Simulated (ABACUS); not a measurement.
Crystal: Ti.

```xyz
1
Lattice="2.8423 0.0000 0.0000 -0.9474 2.6797 0.0000 -0.9474 -1.3399 2.3207" Properties=species:S:1:pos:R:3 pbc="T T T"
Ti    0.0000    0.0000    0.0000
```

This isn't the form of Ti at room conditions, which is hcp.

| Property | Result |
| --- | --- |
| Program | ABACUS 3.10.1 |
| Task | relaxation of cell and atoms |
| Functional | TM |
| Potentials or basis | SG15 ONCV 1.2 PBE |
| Cutoff | 1320 eV |
| Density cutoff | 5279 eV |
| Basis | plane waves |
| k mesh | 7 × 7 × 7 |
| Occupations | fermi-dirac, width 0.05 eV |
| Spin | no spin polarisation |

At the start: pressure -3.4 GPa; volume 17.68 Å³/atom.

**Question.** Where does the relaxation end?

**Answer.** Over 3 steps the energy falls by 5.5 meV/atom and the volume is 17.16 Å³/atom (-2.9 %); space group Im-3m (No. 229, to 0.05 Å).

The path:
```
step  energy change (eV)  largest force (eV/Å)  pressure (GPa)  volume (Å³)
   1              0.0000                0.0000           -3.45        17.68
   2             -0.0044                0.0000           -1.58        17.39
   3             -0.0055                0.0000            0.04        17.16
```

Final structure:
```
Ti
1.0
     2.81436    0.00000    0.00000
    -0.93812    2.65340    0.00000
    -0.93812   -1.32670    2.29791
Ti
1
Direct
  0.00000 0.00000 0.00000
```

Caveat: the k mesh is coarse (spacing up to 0.39 Å⁻¹), so the values aren't converged; the potentials were made for another functional, which shifts forces and pressure.
